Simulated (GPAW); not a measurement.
HfC:

```
CELL_PARAMETERS angstrom
0.00000 2.32500 2.32500
2.32500 0.00000 2.32500
2.32500 2.32500 0.00000
ATOMIC_POSITIONS crystal
Hf 0.50000 0.50000 0.50000
C 0.00000 0.00000 0.00000
```

| Quantity | Value |
| --- | --- |
| Program | GPAW 26.7.0 |
| Task | relaxation of cell and atoms |
| Functional | LDA |
| Potentials or basis | the program's PAW data sets (release 1.2.1) made for this functional |
| Cutoff | 800 eV |
| Basis | pw |
| k mesh | 10 × 10 × 10 |
| Occupations | fermi-dirac, width 0.05 eV |
| Spin | no spin polarisation |

At the start: pressure -11.3 GPa; volume 12.57 Å³/atom.

Q: Where does the relaxation end?

A: Over 9 steps the energy falls by 20.0 meV/atom and the volume is 11.99 Å³/atom (-4.6 %); space group Fm-3m (No. 225, to 0.05 Å).

The path:
| step | energy change (eV) | largest force (eV/Å) | pressure (GPa) | volume (Å³) |
| --- | --- | --- | --- | --- |
| 1 | 0.0000 | 0.0000 | -11.26 | 25.14 |
| 2 | -0.0198 | 0.0000 | -8.25 | 24.81 |
| 3 | -0.0383 | 0.0000 | -2.67 | 24.25 |
| 4 | -0.0346 | 0.0000 | 4.32 | 23.63 |
| 5 | -0.0354 | 0.0000 | 3.98 | 23.65 |
| 6 | -0.0367 | 0.0000 | 3.33 | 23.71 |
| 7 | -0.0382 | 0.0000 | 2.44 | 23.79 |
| 8 | -0.0394 | 0.0000 | 1.37 | 23.88 |
| 9 | -0.0400 | 0.0000 | 0.21 | 23.98 |

Final structure:
```xyz
2
Lattice="0.0000 2.2888 2.2888 2.2888 0.0000 2.2888 2.2888 2.2888 0.0000" Properties=species:S:1:pos:R:3 pbc="T T T"
Hf    2.2888    2.2888    2.2888
C     0.0000    0.0000    0.0000
```

Caveat: later steps reuse the first step's grids.
